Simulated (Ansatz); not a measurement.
# How settings move the results for Sr

```
Sr
1.0
     4.31000    0.00000    0.00000
    -2.15500    3.73257    0.00000
     0.00000    0.00000    7.05000
Sr
2
Cartesian
  0.0000 2.4884 1.7625
  2.1550 1.2442 5.2875
```

Atoms are numbered in the order listed.

The cell is COD entry 1540836, as deposited and not checked against the literature; nothing was relaxed.

Method: DFT, PBE, PAW with Ansatz's default frozen-core files, scalar-relativistic in Ansatz 0.2.0.

Settings: a Γ-centred 10×10×5 k mesh, Fermi–Dirac smearing of 0.08 eV, cutoff 420 eV, no spin polarisation. One setting is then changed at a time.

P includes the program's estimate of the Pulay (finite-basis) term, listed apart; without it the pressure would be far more sensitive to the cutoff.

```csv
PAW cutoff (eV),free energy less the base's (meV/atom),P (GPa),Pulay term in P (GPa),Vzz Sr2 (10²¹ V/m²)
420 (base),0.0,-0.28,0.00,-0.48
250,?,-0.27,?,-0.46
350,0.4,-0.28,0.01,-0.48
500,-0.1,-0.28,0.00,-0.48
600,-0.1,-0.28,0.00,-0.48
800,-0.2,-0.28,0.00,-0.48
```

What belongs in the row "250", column "Pulay term in P (GPa)"?

0.91.

What belongs in the row "250", column "free energy less the base's (meV/atom)"?

39.2.
